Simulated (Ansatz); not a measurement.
Structure: AgI (P6_3mc) from a database structure, at its r2SCAN+rVV10 minimum. Space group P6_3mc (No. 186), hexagonal; a = 4.441 Å, c = 14.881 Å in the conventional setting, 31.77 Å³ an atom. Ag has 4 I at 2.86–2.89 Å and 3 Ag at 2.98 Å; I has 4 Ag at 2.86–2.89 Å.

```cif
data_structure
_symmetry_space_group_name_H-M 'P6_3mc'
_symmetry_Int_Tables_number 186
_cell_length_a 4.4411
_cell_length_b 4.4411
_cell_length_c 14.8806
_cell_angle_alpha 90.000
_cell_angle_beta 90.000
_cell_angle_gamma 120.000
_cell_volume 254.17
loop_
_atom_site_label
_atom_site_type_symbol
_atom_site_symmetry_multiplicity
_atom_site_Wyckoff_symbol
_atom_site_fract_x
_atom_site_fract_y
_atom_site_fract_z
_atom_site_occupancy
Ag1 Ag 2 a 0.00000 0.00000 0.32371 1
Ag2 Ag 2 b 0.66667 0.33333 0.42639 1
I1 I 2 a 0.00000 0.00000 0.01601 1
I2 I 2 b 0.66667 0.33333 0.23389 1
```

3 runs of the PAW code Ansatz on this cell differ in the functional (and in the settings that go with it). Levels are in eV from each run's valence top; v1 is the last filled band, c1 the first empty one.

Run A, mean stress +1.8 GPa (compression positive):

| point | v5 | v3 | v1 | c1 | c2 | c3 |
| --- | --- | --- | --- | --- | --- | --- |
| Γ | -0.22 | -0.21 | 0.00 | 1.49 | 2.90 | 3.29 |
| M | -1.36 | -0.97 | -0.16 | 2.66 | 2.99 | 3.99 |
| K | -1.33 | -1.02 | -0.71 | 3.52 | 3.85 | 3.85 |

Run B, mean stress +1.4 GPa (compression positive):

| point | v5 | v3 | v1 | c1 | c2 | c3 |
| --- | --- | --- | --- | --- | --- | --- |
| Γ | -0.25 | -0.16 | 0.00 | 3.19 | 4.70 | 5.14 |
| M | -1.48 | -1.03 | -0.23 | 4.43 | 4.71 | 5.78 |
| K | -1.50 | -1.12 | -0.92 | 5.37 | 5.72 | 5.72 |

Run C, mean stress +1.4 GPa (compression positive):

| point | v5 | v3 | v1 | c1 | c2 | c3 |
| --- | --- | --- | --- | --- | --- | --- |
| Γ | -0.24 | -0.16 | 0.00 | 2.53 | 3.99 | 4.45 |
| M | -1.46 | -1.01 | -0.23 | 3.74 | 4.01 | 5.06 |
| K | -1.48 | -1.11 | -0.89 | 4.66 | 5.01 | 5.01 |

Question: Match the runs to PBE, HSE06, PBE0.

Answer: A is PBE, B is PBE0, C is HSE06. In order of the gap: PBE 1.49, HSE06 2.53, PBE0 3.19 eV.

The values are computed, spin-unpolarised, and not measurements.

No spin-orbit coupling is included; it can move band edges with weight on the heavy atoms by tenths of an eV.

The program warns that its thresholds are loose for a hybrid's stress.

The meshes of the hybrids are coarse, so their gaps aren't converged to the digits shown.
